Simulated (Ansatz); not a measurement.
Pb:

```
Pb
1.0
     0.00000    2.47502    2.47502
     2.47502    0.00000    2.47502
     2.47502    2.47502    0.00000
Pb
1
Direct
  0.00000 0.00000 0.00000
```

Base run:

| Property | Result |
| --- | --- |
| Program | Ansatz 0.2.0 |
| Functional | LDA |
| Potentials or basis | Ansatz PAW |
| Cutoff | 420 eV (not typed: the program's choice for these potentials) |
| k mesh | 7 × 7 × 7 |
| Occupations | fermi-dirac, width 0.05 eV |
| Spin | spin-orbit coupling, no magnetisation |

Its results: band gap on the k mesh none (metal or under the smearing width); pressure -1.7 GPa.

Problem. The run is repeated on the same cell with these changes: functional from LDA to PBEsol. What comes out?

Solution. Band gap on the k mesh none (metal or under the smearing width); pressure -0.1 GPa.

PBEsol binds less tightly than LDA, so the same cell stands under more pressure.

Caveats: the PAW data sets come from PBE, with cores solved anew for the run's functional, which leaves a small shift of forces and pressure.
